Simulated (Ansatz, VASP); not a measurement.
InAs in VASP and in Ansatz

```xyz
2
Lattice="0.0000 3.0934 3.0934 3.0934 0.0000 3.0934 3.0934 3.0934 0.0000" Properties=species:S:1:pos:R:3 pbc="T T T"
In    0.0000    0.0000    0.0000
As    4.6401    4.6401    4.6401
```

Alike in both runs: functional PBE; k mesh 12 × 12 × 12; occupations gaussian, width 0.1 eV; no spin polarisation.

Ansatz relaxed the structure, and its values are those at the end. VASP's run is a single point on that final structure, the one shown.

|  | VASP | Ansatz |
| --- | --- | --- |
| version | VASP 6.6.1 | Ansatz 0.2.0 |
| potentials or method | VASP PAW PBE potentials, release 64 (In_d, As) | scalar-relativistic, plane waves, PAW |
| plane-wave cutoff (eV) | 520 | 420 |
| valence electrons in the cell | 18 | 28 |

```csv
,VASP,Ansatz,Ansatz less VASP
gap on the k mesh at the Fermi level (eV),none,none,-
pressure (GPa),0.0,0.0,-0.05
```

A gap of «none» marks a metal or a gap that the smearing closes. The two sets of potentials don't hold the same shells in valence.

Caveats: this crystal is a semiconductor, whose small gap the functional closes, so the metal is an error of the method.
